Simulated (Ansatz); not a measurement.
A run of Ansatz 0.2.0 is set up as follows.

File input:

```
crystal:
  lattice:
    - [-1.657269, 1.657269, 1.657269]
    - [1.657269, -1.657269, 1.657269]
    - [1.657269, 1.657269, -1.657269]
  atoms:
    - { symbol: Au, position: [0.0, 0.0, 0.0] }
hamiltonian:
  xc: hf
  pseudopotentials: { kind: paw }
kpoints:
  mp_grid: { grid: [6, 6, 6] }
scf:
  occupations: { method: fermi_dirac, width: 0.05 }
output:
  forces: true
  stress: true
  eigenvalues: true
relax:
  f_tol: 0.01
  max_steps: 40
  cell: { stress_tol: 0.05 }
```

Predict the band gap on the k mesh.

none (metal or under the smearing width).

What does it give for the space group after relaxing (to 0.05 Å)?

Im-3m (No. 229).

Final structure:
```
CELL_PARAMETERS angstrom
-1.72012 1.72012 1.72012
1.72012 -1.72012 1.72012
1.72012 1.72012 -1.72012
ATOMIC_POSITIONS crystal
Au 0.00000 0.00000 0.00000
```

Caveat: the k mesh is coarse (spacing up to 0.45 Å⁻¹), so the values aren't converged, least of all with exact exchange. Spin-orbit coupling is left out, which matters for the levels of Au.
